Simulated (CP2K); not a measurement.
Ti in CP2K: convergence with cutoff ry

Ti:

```
Ti
1.0
     4.56737    0.00000    0.00000
    -2.28369    3.95546    0.00000
     0.00000    0.00000    2.82624
Ti
3
Direct
  0.68930 0.34178 0.47278
  0.30330 0.63723 0.46000
  0.01285 0.01375 0.97322
```

This isn't the form of Ti at room conditions, which is hcp.

The cell isn't the ideal one: atoms moved at random, drawn with an rms of 0.15 Å.

- Program: CP2K 2026.2
- Task: single point
- Functional: LDA
- Potentials or basis: GTH_POTENTIALS Ti GTH-PADE-q12; TZVP-MOLOPT-PBE-GTH basis
- Density cutoff: 1225 eV
- k mesh: 5 × 5 × 7
- Occupations: fermi-dirac, width 0.01 eV
- Spin: no spin polarisation

These are the settings of the first run; the series varies cutoff ry, with any setting tied to it.

Hardware: 1 thread of Arm Neoverse V2 (shared host).

Task: The values tried are 90 Ry, 140 Ry, 190 Ry, 250 Ry, 320 Ry, 380 Ry, 450 Ry, 560 Ry, 720 Ry, loosest first. From which on does the energy stay within 1 meV/atom of the tightest run that finished?

Result: From 140 Ry on.

```
cutoff ry  energy less the tightest run, at zero smearing (meV/atom)  SCF cycles  CPU time (s)  peak memory (GiB)
    90 Ry                                                     -48.99          15            82               0.41
   140 Ry                                                      -0.07          15            91               0.42
   190 Ry                                                      -0.16          15            84               0.43
   250 Ry                                                      -0.04          15            86               0.44
   320 Ry                                                       0.00          15            91               0.46
   380 Ry                                                       0.00          15            89               0.46
   450 Ry                                                       0.00          15            87               0.49
   560 Ry                                                       0.00          15            96               0.54
   720 Ry                                                       0.00          15            95               0.55
```

The tightest run that finished is the yardstick and may itself not be fully converged.
